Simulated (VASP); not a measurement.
# Si (Cmme) in VASP: notebook

One crystal, Si, is run at these levels: PBE; tasks: single point.

Everything below comes from runs of VASP 6.6.1. Logs are shortened: lines on timing, memory, paths and dates and some standing lists are left out, and cuts for length are marked.

**1. The crystal as given**

It takes space group Cmme (No. 67, orthorhombic). The conventional cell has a = 6.165 Å, b = 7.564 Å, c = 4.401 Å, α = 90.00°, β = 90.00°, γ = 90.00°. Si (site symmetry m) has 4 Si at 2.20 to 2.30 Å as nearest neighbours. Si (site symmetry 222) has 4 Si at 2.20 Å as nearest neighbours.

The cell was built by a generator and needn't be a form met in nature.

**2. Single point, PBE**

Input file INCAR:

```
  PREC = Accurate
  ENCUT = 520
  EDIFF = 1E-6
  ISMEAR = 0
  SIGMA = 0.1
  LREAL = F
  LASPH = T
  NELM = 80
  ALGO = Normal
  ISIF = 2
  LWAVE = F
  LCHARG = F
  GGA = PE
  NBANDS = 21
```

Input file KPOINTS:

```
regular mesh
0
Gamma
  4 4 4
```

Input file POSCAR:

```
Si
1.0
    3.0822866800     -3.7822164700      0.0000000000
    3.0822866800      3.7822164700      0.0000000000
    0.0000000000      0.0000000000      4.4012236600
Si
6
Direct
    0.6039974100      0.3960025900      0.3101849400
    0.8960025900      0.1039974100      0.3101849400
    0.3960025900      0.6039974100      0.6898150600
    0.1039974100      0.8960025900      0.6898150600
    0.7500000000      0.7500000000      0.0000000000
    0.2500000000      0.2500000000      0.0000000000
```

Potentials or basis: VASP PAW PBE potentials, release 64 (Si).

The run is started by

```console
> cat potpaw_PBE.64/Si/POTCAR > POTCAR
> mpirun -np 1 vasp_std > vasp.out
```

OUTCAR:

```text
PREC = Accurate
   ENCUT = 520
   EDIFF = 1E-6
   ISMEAR = 0
   LREAL = F
   LASPH = T
   NELM = 80
   ISIF = 2
   GGA = PE

 ion  position               nearest neighbor table
   1  0.604  0.396  0.310-   5 2.20   6 2.20   2 2.21   3 2.30
   2  0.896  0.104  0.310-   5 2.20   6 2.20   1 2.21   4 2.30
   3  0.396  0.604  0.690-   5 2.20   6 2.20   4 2.21   1 2.30
   4  0.104  0.896  0.690-   5 2.20   6 2.20   3 2.21   2 2.30
   5  0.750  0.750  0.000-   1 2.20   2 2.20   3 2.20   4 2.20   6 3.08   6 3.08
   6  0.250  0.250  0.000-   1 2.20   2 2.20   3 2.20   4 2.20   5 3.08   5 3.08

  LATTYP: Found a base centered orthorhombic cell.
 ALAT       =     6.1645733600
 B/A-ratio  =     1.2270813401
 C/A-ratio  =     0.7139543003

  Lattice vectors:

 A1 = (   3.0822866800,  -3.7822164700,   0.0000000000)
 A2 = (   3.0822866800,   3.7822164700,   0.0000000000)
 A3 = (   0.0000000000,   0.0000000000,   4.4012236600)

Analysis of symmetry for initial positions (statically):
=====================================================================
 Subroutine PRICEL returns:
 Original cell was already a primitive cell.

 Routine SETGRP: Setting up the symmetry group for a
 base centered orthorhombic supercell.

 Subroutine GETGRP returns: Found  8 space group operations
 (whereof  4 operations were pure point group operations)
 out of a pool of  8 trial point group operations.

The static configuration has the point symmetry C_2h.
 The point group associated with its full space group is D_2h.

Analysis of symmetry for dynamics (positions and initial velocities):
=====================================================================
 Subroutine PRICEL returns:
 Original cell was already a primitive cell.

 Routine SETGRP: Setting up the symmetry group for a
 base centered orthorhombic supercell.

 Subroutine GETGRP returns: Found  8 space group operations
 (whereof  4 operations were pure point group operations)
 out of a pool of  8 trial point group operations.

The dynamic configuration has the point symmetry C_2h.
 The point group associated with its full space group is D_2h.

 Subroutine INISYM returns: Found  8 space group operations
 (whereof  4 operations are pure point group operations),
 and found     1 'primitive' translations

[... 99 lines left out ...]
   LREAL  =      F    real-space projection
   EDIFFG = 0.1E-04   stopping-criterion for IOM
   NSW    =      0    number of steps for IOM
   IBRION =     -1    ionic relax: 0-MD 1-quasi-New 2-CG
   NFREE  =      0    steps in history (QN), initial steepest desc. (CG)
   ISIF   =      2    stress and relaxation
   ISYM   =      2    0-nonsym 1-usesym 2-fastsym
   POTIM  = 0.5000    time-step for ionic-motion
   TEBEG  =    0.0;   TEEND  =   0.0 temperature during run
   PSTRESS=    0.0 pullay stress
   NELECT =      24.0000    total number of electrons
   NUPDOWN=      -1.0000    fix difference up-down
   EMIN   =  10.00;   EMAX   =-10.00  energy-range for DOS
   EFERMI =   0.00;   METHOD = LEGACY
   ISMEAR =     0;   SIGMA  =   0.10  broadening in eV -4-tet -1-fermi 0-gaus
   EFERMI_NEDOS =   21; number of points for ismear=-14 and -15
   IALGO  =     38    algorithm
   IMIX   =      4    mixing-type and parameters
     AMIX     =   0.40;   BMIX     =  1.00
     AMIX_MAG =   1.60;   BMIX_MAG =  1.00
  volume/ion in A,a.u.               =      17.10       115.42
  Fermi-wavevector in a.u.,A,eV,Ry     =   1.008643  1.906060 13.842042  1.017361
  Thomas-Fermi vector in A             =   2.141523
   LORBIT       =      0    0 simple, 1 ext, 2 COOP (PROOUT), +10 PAW based schemes
   GGA     = PE    functional components
   LHFCALC =     F    Hartree Fock is set to
   AEXX    =    0.0000 exact exchange contribution
   IVDW    =     0    specifies the selected vdW correction
   LEPSILON=     F    determine dielectric tensor
   LRPA    =     F    only Hartree local field effects (RPA)
 non-spin polarized calculation
 Gauss-broadening in eV      SIGMA  =   0.10
  energy-cutoff  :      520.00
  volume of cell :      102.62
 maximum number of plane-waves:      2780
   NGX = 19   NGY = 19   NGZ = 17

 number of electron      24.0000000 magnetization

 Free energy of the ion-electron system (eV)
  ---------------------------------------------------
  ext. energy  EPLUGINS =         0.00000000
  ---------------------------------------------------
  free energy    TOTEN  =       -28.93537733 eV

  energy without entropy =      -28.93147118  energy(sigma->0) =      -28.93342425

 E-fermi :   7.7313     XC(G=0): -10.0204

 val. band max:        7.6627516632   @ k =   0.5000   0.5000   0.0000
 cond. band min:       7.8232519594   @ k =   0.5000   0.5000   0.5000
 fundamental gap:      0.1605002962
 Fermi energy:         7.7313421503

 k-point     1 :       0.0000    0.0000    0.0000
  band No.  band energies     occupation
      1      -5.9457      2.00000
      2      -1.6326      2.00000
      3      -0.8104      2.00000
      4      -0.4605      2.00000
      5       1.3296      2.00000
      6       3.5845      2.00000
[... 493 lines left out ...]
     20      12.4577      0.00000
     21      12.8526      0.00000

------------------------ aborting loop because EDIFF is reached ----------------------------------------

  FORCE on cell =-STRESS in cart. coord.  units (eV):
  Direction    XX          YY          ZZ          XY          YZ          ZX
  --------------------------------------------------------------------------------------
  -------------------------------------------------------------------------------------
  Total       21.5153159     15.8344548     13.3660277      0.0000000      0.0000000      0.0000000
  in kB      335.9196931    247.2241261    208.6844517      0.0000000      0.0000000      0.0000000
  external PRESSURE =     263.9427570 kB  Pullay stress =       0.0000000 kB

 VOLUME and BASIS-vectors are now :
 -----------------------------------------------------------------------------
  energy-cutoff  :      520.00
  volume of cell :      102.62
      direct lattice vectors                 reciprocal lattice vectors
     3.082286680 -3.782216470  0.000000000     0.162217228 -0.132197616  0.000000000
     3.082286680  3.782216470  0.000000000     0.162217228  0.132197616  0.000000000
     0.000000000  0.000000000  4.401223660     0.000000000  0.000000000  0.227209539

 POSITION                                       TOTAL-FORCE (eV/Angst)
 -----------------------------------------------------------------------------------
      3.08229     -0.78668      1.36519         0.000000     -0.509060      1.350134
      3.08229     -2.99554      1.36519         0.000000      0.509060      1.350134
      3.08229      0.78668      3.03603         0.000000      0.509060     -1.350134
      3.08229      2.99554      3.03603         0.000000     -0.509060     -1.350134
      4.62343      0.00000      0.00000         0.000000      0.000000      0.000000
      1.54114      0.00000      0.00000         0.000000      0.000000      0.000000
 -----------------------------------------------------------------------------------
    total drift:                               -0.000000      0.000000     -0.000000

  FREE ENERGIE OF THE ION-ELECTRON SYSTEM (eV)
  ---------------------------------------------------
  free  energy   TOTEN  =       -28.9353773289 eV

  energy  without entropy=      -28.9314711784  energy(sigma->0) =      -28.93342425
```

stdout:

```text
POSCAR found type information on POSCAR Si
 POSCAR found :  1 types and       6 ions
 scaLAPACK will be used
 LDA part: xc-table for (Slater+PW92), standard interpolation
 POSCAR, INCAR and KPOINTS ok, starting setup
 FFT: planning ... GRIDC
 FFT: planning ... GRID_SOFT
 FFT: planning ... GRID
 WAVECAR not read
 entering main loop
```

Wall time 14 s (1 thread of Intel Xeon 6975P-C (Granite Rapids), shared host); peak memory 0.2 GiB.

What came out:

```
Free energy            : -28.9354 eV
Pressure               : 26.4 GPa
Largest force          : 1.443 eV/Å
Band gap on the k mesh : none (metal or under the smearing width)
```

Forces in eV/Å, atoms in the order of the input:
```
Si   0.000 -0.509  1.350
Si   0.000  0.509  1.350
Si   0.000  0.509 -1.350
Si   0.000 -0.509 -1.350
Si   0.000  0.000  0.000
Si   0.000  0.000  0.000
```

Levels at points of the mesh, in eV from the Fermi level:
```tsv
k point	band 8	band 9	band 10	band 11	band 12	band 13	band 14	band 15	band 16	band 17
(0.00, 0.00, 0.00)	-4.10	-4.09	-2.99	-2.28	-1.30	-0.13	1.25	1.36	2.66	3.70
(0.50, 0.00, 0.00)	-4.59	-3.88	-3.88	-1.14	-1.14	1.78	1.78	2.08	2.08	3.24
(0.50, 0.50, 0.00)	-3.39	-3.16	-2.21	-1.03	-0.22	-0.14	-0.07	1.44	3.33	3.45
(0.00, 0.00, 0.50)	-4.52	-3.14	-2.16	-2.07	-1.33	0.12	1.00	1.72	2.26	3.07
(0.50, 0.00, 0.50)	-4.17	-2.91	-2.91	-2.29	-2.29	2.27	2.27	2.99	2.99	3.79
(0.50, 0.50, 0.50)	-5.81	-0.74	0.09	0.11	0.41	2.06	2.80	3.83	4.24	4.38
```

Caveat: so large a pressure means that the cell lies far from this level's equilibrium, or that cutoff or potentials fall short; forces of over 1 eV/Å show positions far from the minimum, so gaps and moduli don't describe the material at rest.

[end of part 1 of 2]
